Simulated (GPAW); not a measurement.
# Optical response of NaF (Villiaumite)

Aim: the dielectric function of NaF (Villiaumite), and the optical constants that follow from it.

Method: DFT, PBE, plane-wave PAW (GPAW data sets), scalar-relativistic, RPA, optical limit, in GPAW 26.7.0.

## 1. The starting structure

The structure is cubic, space group Fm-3m (No. 225). Conventional cell: a = 4.640 Å, b = 4.640 Å, c = 4.640 Å, α = 90.00°, β = 90.00°, γ = 90.00°. Na has 6 F at 2.32 Å nearest. F has 6 Na at 2.32 Å nearest. Farther neighbours and most contacts between anions are not listed.

## 2. Ground state

The self-consistent density comes first; it also tells whether there is a gap, which decides the occupations and the need for a Drude term.

This step: DFT, PBE, plane-wave PAW (GPAW data sets), scalar-relativistic, ground state (GPAW 26.7.0).

Contents of gs.py:

```python
from ase import Atoms
from ase.dft.bandgap import bandgap
from gpaw import GPAW, PW, FermiDirac

atoms = Atoms(['Na', 'F'],
              cell=[[0.000000000000, 2.320000000000, 2.320000000000],
                    [2.320000000000, 0.000000000000, 2.320000000000],
                    [2.320000000000, 2.320000000000, 0.000000000000]],
              scaled_positions=[[0.000000000000, 0.000000000000, 0.000000000000],
                                [0.500000000000, 0.500000000000, 0.500000000000]],
              pbc=[True, True, True])
atoms.calc = GPAW(mode=PW(500), xc='PBE', kpts={'size': (8, 8, 8), 'gamma': True},
                  occupations=FermiDirac(0.05), maxiter=150, txt='gs.txt')
print('energy (eV)', atoms.get_potential_energy())
print('Fermi level (eV)', atoms.calc.get_fermi_level())
print('valence electrons', atoms.calc.get_number_of_electrons())
print('gap (eV)', bandgap(atoms.calc, output=None)[0])
print('direct gap (eV)', bandgap(atoms.calc, direct=True, output=None)[0])
atoms.calc.write('gs.gpw')
```

Launch:

```sh
OMP_NUM_THREADS=1 python gs.py
```

Numbers of over 12 decimals in the logs are rounded to 6 here.

Output:

```text
__  _  _
 | _ |_)|_||  |
 |__||  | ||/\| - 26.7.0

Versions:
  Python: 3.12.14
  ASE:    3.29.0
  Numpy:  2.5.5
  Scipy:  1.18.1
  Libxc:  7.0.0

Input parameters:
  mode=PW(ecut=500.0),
  kpts=MonkhorstPack(size=(8, 8, 8), gamma=True),
  maxiter=150,
  occupations=Occupations(name='fermi-dirac', width=0.05, fixmagmom=False),
  xc=XC(name='PBE')

Diagonalizing LCAO Hamiltonian
Converting LCAO to pw mode

               F

       Na

Atoms  # Å, Bohr magnetons
|   | symbol |        x |        y |        z |    initial magnetic moments |
| 0 |     Na | 0.000000 | 0.000000 | 0.000000 | ( 0.0000,  0.0000,  0.0000) |
| 1 |      F | 2.320000 | 2.320000 | 2.320000 | ( 0.0000,  0.0000,  0.0000) |

Unit cell  # Å
| periodic |        x |        y |        z |  lengths |    angles |
|      yes | 0.000000 | 2.320000 | 2.320000 | 3.280975 | 60.000000 |
|      yes | 2.320000 | 0.000000 | 2.320000 | 3.280975 | 60.000000 |
|      yes | 2.320000 | 2.320000 | 0.000000 | 3.280975 | 60.000000 |

Number of symmetries: 48
Symmetry operations  # r_c * U_cc + t_c -> r_c
|    | kind |            matrix            |
|  0 |  σ   |  1, 0, 0,  1, 0,-1,  1,-1, 0 |
|  1 |  C2  |  1, 0, 0,  1,-1, 0,  1, 0,-1 |
|  2 |  E   |  1, 0, 0,  0, 1, 0,  0, 0, 1 |
|  3 |  σ   |  1, 0, 0,  0, 0, 1,  0, 1, 0 |
|  4 |  C4  |  1, 0,-1,  1, 0, 0,  1,-1, 0 |
|  5 |  S6  |  1, 0,-1,  1,-1, 0,  1, 0, 0 |
|  6 |  σ   |  1, 0,-1,  0, 1,-1,  0, 0,-1 |
|  7 |  C3  |  1, 0,-1,  0, 0,-1,  0, 1,-1 |
|  8 |  S6  |  1,-1, 0,  1, 0, 0,  1, 0,-1 |
|  9 |  C4  |  1,-1, 0,  1, 0,-1,  1, 0, 0 |
| 10 |  C3  |  1,-1, 0,  0,-1, 1,  0,-1, 0 |
| 11 |  σ   |  1,-1, 0,  0,-1, 0,  0,-1, 1 |
| 12 |  σ   |  0, 1, 0,  1, 0, 0,  0, 0, 1 |
| 13 |  C4  |  0, 1, 0,  0, 1,-1, -1, 1, 0 |
| 14 |  C3  |  0, 1, 0,  0, 0, 1,  1, 0, 0 |
| 15 |  S6  |  0, 1, 0, -1, 1, 0,  0, 1,-1 |
| 16 |  C2  |  0, 1,-1,  1, 0,-1,  0, 0,-1 |
| 17 |  σ   |  0, 1,-1,  0, 1, 0, -1, 1, 0 |
| 18 |  S4  |  0, 1,-1,  0, 0,-1,  1, 0,-1 |
| 19 |  C4  |  0, 1,-1, -1, 1, 0,  0, 1, 0 |
| 20 |  C3  |  0, 0, 1,  1, 0, 0,  0, 1, 0 |
| 21 |  σ   |  0, 0, 1,  0, 1, 0,  1, 0, 0 |
| 22 |  S6  |  0, 0, 1,  0,-1, 1, -1, 0, 1 |
| 23 |  C4  |  0, 0, 1, -1, 0, 1,  0,-1, 1 |
| 24 |  S4  |  0, 0,-1,  1, 0,-1,  0, 1,-1 |
| 25 |  C3  |  0, 0,-1,  0, 1,-1,  1, 0,-1 |
| 26 |  C2  |  0, 0,-1,  0,-1, 0, -1, 0, 0 |
| 27 |  S6  |  0, 0,-1, -1, 0, 0,  0,-1, 0 |
| 28 |  S4  |  0,-1, 1,  1,-1, 0,  0,-1, 0 |
| 29 |  C4  |  0,-1, 1,  0, 0, 1, -1, 0, 1 |
| 30 |  C2  |  0,-1, 1,  0,-1, 0,  1,-1, 0 |
| 31 |  σ   |  0,-1, 1, -1, 0, 1,  0, 0, 1 |
| 32 |  C3  |  0,-1, 0,  1,-1, 0,  0,-1, 1 |
| 33 |  S6  |  0,-1, 0,  0, 0,-1, -1, 0, 0 |
| 34 |  S4  |  0,-1, 0,  0,-1, 1,  1,-1, 0 |
| 35 |  C2  |  0,-1, 0, -1, 0, 0,  0, 0,-1 |
| 36 |  C2  | -1, 1, 0,  0, 1, 0,  0, 1,-1 |
| 37 |  S6  | -1, 1, 0,  0, 1,-1,  0, 1, 0 |
| 38 |  S4  | -1, 1, 0, -1, 0, 1, -1, 0, 0 |
| 39 |  C3  | -1, 1, 0, -1, 0, 0, -1, 0, 1 |
| 40 |  S6  | -1, 0, 1,  0, 0, 1,  0,-1, 1 |
| 41 |  C2  | -1, 0, 1,  0,-1, 1,  0, 0, 1 |
| 42 |  C3  | -1, 0, 1, -1, 1, 0, -1, 0, 0 |
| 43 |  S4  | -1, 0, 1, -1, 0, 0, -1, 1, 0 |
| 44 |  C2  | -1, 0, 0,  0, 0,-1,  0,-1, 0 |
| 45 |  i   | -1, 0, 0,  0,-1, 0,  0, 0,-1 |
| 46 |  σ   | -1, 0, 0, -1, 1, 0, -1, 0, 1 |
| 47 |  C2  | -1, 0, 0, -1, 0, 1, -1, 1, 0 |

BZ-sampling:
  Number of BZ points: 512
  Number of IBZ points: 29

  Monkhorst-Pack size: [8, 8, 8]
  Monkhorst-Pack shift: [0.0625, 0.0625, 0.0625]

K-points  # in reciprocal-cell coordinates
|     |                                coordinates |     weight |
|   0 | (  0.00000000,   0.00000000,   0.00000000) | 0.00195312 |
|   1 | (  0.12500000,   0.12500000,   0.00000000) | 0.01171875 |
|   2 | (  0.12500000,   0.12500000,   0.12500000) | 0.01562500 |
|   3 | (  0.25000000,   0.12500000,   0.12500000) | 0.02343750 |
|   4 | (  0.25000000,   0.25000000,   0.00000000) | 0.01171875 |
|   5 | (  0.25000000,   0.25000000,   0.12500000) | 0.04687500 |
|   6 | (  0.25000000,   0.25000000,   0.25000000) | 0.01562500 |
|   7 | (  0.37500000,   0.25000000,  -0.37500000) | 0.04687500 |
|   8 | (  0.37500000,   0.25000000,   0.12500000) | 0.04687500 |
|   9 | (  0.37500000,   0.25000000,   0.25000000) | 0.04687500 |
| ... |                                            |            |
|  28 | (  0.50000000,   0.50000000,   0.50000000) | 0.00781250 |

Plane wave coefficients: 648
Cutoff: 500.0 eV

Spin-components: 1 (collinear spins)
Bands:           11
Projectors:      10
Spin-degeneracy: 2
Datatype:        complex128

Parallelization:
  kpt:    1
  domain: 1
  band:   1

Density:
  Valence electrons: 14.0
  Components: 1
  Grid points: [18 18 18]
  Charge: 0.0  # |e|

Potential:
  Grid points: [18 18 18]

species:
  Na:
    name:    Sodium
    id:
    Z:       11.0
    valence: 7
    core:    4
    charge:  0.0  # [|e|]
    compensation charges:
      type: gauss
      rc: 0.37  # [Å]
      lmax: 2
    cutoffs:
      filter: 2.17  # [Å]
      core: 2.59  # [Å]
    projectors
    | kind |    occ | energy [eV] | rcut [Å] |
    |   3s |  1.000 |      -2.744 |    1.201 |
    |   2p |  6.000 |     -28.672 |    1.217 |
    |   3p |  0.000 |      -0.743 |    1.217 |
    |    s |        |      24.468 |    1.201 |
    |    d |        |       0.000 |    1.238 |

    Using partial waves for Na as LCAO basis

  F:
    name:    Fluorine
    id:
    Z:       9.0
    valence: 7
    core:    2
    charge:  0.0  # [|e|]
    compensation charges:
      type: gauss
      rc: 0.20  # [Å]
      lmax: 2
    cutoffs:
      filter: 1.14  # [Å]
      core: 0.74  # [Å]
    projectors
    | kind |    occ | energy [eV] | rcut [Å] |
    |   2s |  2.000 |     -29.898 |    0.635 |
    |   2p |  5.000 |     -11.110 |    0.635 |
    |    s |        |      -2.687 |    0.635 |
    |    p |        |      16.102 |    0.635 |
    |    d |        |       0.000 |    0.635 |

    Using partial waves for F as LCAO basis

Reference energy: -7132.691283  # eV

eigensolver:
  PPCG
  Converge bands: occupied
  niter=2

density mixing:
  MSR1-Mixer
  Pratt-step length: 0.05
  Maximum mixing coefficient: 0.75
  Old densities: 10
  SVD Regularization: 0.005
  Good broyden scale: 1.0
  Trust region scale: 1.0
  Backstep threshold: 4.0
  History deletion threshold: 6.0
  Fourier metric: weight=20.0, sigma=0.015

occupation numbers:
  Fermi-Dirac:
    width: 0.0500  # eV

poisson solver:
  ecut: 4000.0  # eV

xc functional:
  name: PBE with 2 nearest neighbor stencil

convergence criteria:
- Maximum [total energy] change in last 3 cyles: 0.0005 eV / valence electron
- Maximum integral of absolute [dens]ity change: 0.0001 electrons / valence electron
- Maximum integral of absolute [eigenst]ate change: 4e-08 eV^2 / valence electron
maximum number of iterations: 150

SCF iterations
|iter     |      energy | eigst |  dens |
|iter:   1||   -8.844086 | -0.62 |       |
|iter:   2||   -8.726269 | -2.56 | -1.17 |
|iter:   3||   -8.401416 | -1.14 | -1.21 |
|iter:   4||   -8.405935 | -3.55 | -1.60 |
|iter:   5||   -8.410975 | -3.30 | -1.89 |
|iter:   6||   -8.411069c| -5.20 | -2.94 |
|iter:   7||   -8.411098c| -5.87 | -3.30 |
|iter:   8||   -8.411097c| -7.31 | -4.19c|
|iter:   9||   -8.411097c| -7.73c| -5.00c|

Converged in 9 steps
SCF loop duration: 4.929 s (0.548 s/step)
Energy contributions relative to reference atoms: (reference = -7132.691283)

Energy contributions:
  Kinetic:          11.615496
  Coulomb:         -10.833039
  Zero:              0.195083
  External:          0.000000
  Xc:               -9.388638
  Entropy:          -0.000000
  Spinorbit:         0.000000
  ----------------------------
  Free energy:      -8.411097
  Extrapolated:     -8.411097

dipole moment: (-4.317916, -4.317916, -4.317916)  # |e|*Ang

Fermi level: 0.148
Eigenvalues  # (at kpt = [0.000, 0.000, 0.000])
| band index |      eig [eV] | occ [0-2] |
|          0 |       -20.942 |     2.000 |
|          1 |       -20.670 |     2.000 |
|          2 |       -20.670 |     2.000 |
|          3 |       -20.670 |     2.000 |
|          4 |        -1.750 |     2.000 |
|          5 |        -1.750 |     2.000 |
|          6 |        -1.750 |     2.000 |
|          7 |         4.549 |     0.000 |
|          8 |        20.098 |     0.000 |
|          9 |        25.481 |     0.000 |
|         10 |        25.481 |     0.000 |

Gap: 6.299 eV
Transition (v -> c):
  (s=0, k=0, n=6, [0.00, 0.00, 0.00]) -> (s=0, k=0, n=7, [0.00, 0.00, 0.00])
No difference between direct/indirect transitions

--- standard output ---
energy (eV) -8.411097
Fermi level (eV) 0.147876
valence electrons 14.0
gap (eV) 6.299381
direct gap (eV) 6.299381
```

It took 6.7 s on 1 thread of Arm Neoverse V1, shared host; peak memory 0.13 GiB.

Numbers from this step:

```
energy                 : -8.411 eV
Fermi energy           : 0.1479 eV
gap on the k-mesh      : 6.299 eV
direct gap on the mesh : 6.299 eV
electrons              : 14
```

There is a gap, 6.30 eV on this mesh (points off the mesh can give less), so no carriers' term is needed.

## 3. Bands for the response

The response needs many more empty bands than the density does.

This step: DFT, PBE, plane-wave PAW (GPAW data sets), scalar-relativistic, bands at fixed density (GPAW 26.7.0).

Contents of nscf.py:

```python
from ase.dft.bandgap import bandgap
from gpaw import GPAW, FermiDirac

calc = GPAW('gs.gpw').fixed_density(kpts={'size': (13, 13, 13), 'gamma': True}, nbands=28, convergence={'bands': 22},
                                    occupations=FermiDirac(0.001), txt='nscf.txt')
print('gap (eV)', bandgap(calc, output=None)[0])
print('direct gap (eV)', bandgap(calc, direct=True, output=None)[0])
print('top band over the Fermi level (eV)', min(calc.get_eigenvalues(kpt=k)[21] for k in range(len(calc.get_ibz_k_points()))) - calc.get_fermi_level())
calc.write('full.gpw', mode='all')
```

Launch:

```sh
OMP_NUM_THREADS=1 python nscf.py
```

Output:

```text
Diagonalizing LCAO Hamiltonian
Converting LCAO to pw mode
convergence criteria:
- Maximum integral of absolute [eigenst]ate change: 4e-08 eV^2 / valence electron
maximum number of iterations: 150

SCF iterations
|iter     |      energy | eigst |  dens |
|iter:   1||             | +3.04 |       |
|iter:   2||             | +1.24 |       |
|iter:   3||             | -1.24 |       |
|iter:   4||             | -2.93 |       |
|iter:   5||             | -4.86 |       |
|iter:   6||             | -6.34 |       |
|iter:   7||             | -7.38 |       |
|iter:   8||             | -8.24c|       |
SCF steps: 8
  __  _  _
 | _ |_)|_||  |
 |__||  | ||/\| - 26.7.0

Versions:
  Python: 3.12.14
  ASE:    3.29.0
  Numpy:  2.5.5
  Scipy:  1.18.1
  Libxc:  7.0.0

Input parameters:
  mode=PW(ecut=500.0),
  convergence={'bands': 22},
  gpts=array([18, 18, 18]),
  kpts=MonkhorstPack(size=(13, 13, 13), gamma=True),
  maxiter=150,
  nbands=28,
  occupations=Occupations(name='fermi-dirac', width=0.001, fixmagmom=False),
  parallel={},
  xc=XC(name='PBE')

--- standard output ---
gap (eV) 6.299381
direct gap (eV) 6.299381
top band over the Fermi level (eV) 37.874385
```

The job ended after 29 s (1 thread; peak memory 0.16 GiB).

[end of part 1 of 2]

[Machine, clock and banner lines and Python warnings are left out of the logs.]

[Logs are printed without paths, hosts, clocks, repeated set-up lines and the standing remarks that a program may print on its own settings, such as how far it seeks lower states.]

[Hosts, paths, dates, database ids (printed as entryN), source tags and the programs' standing remarks are cut or masked in the printed files.]
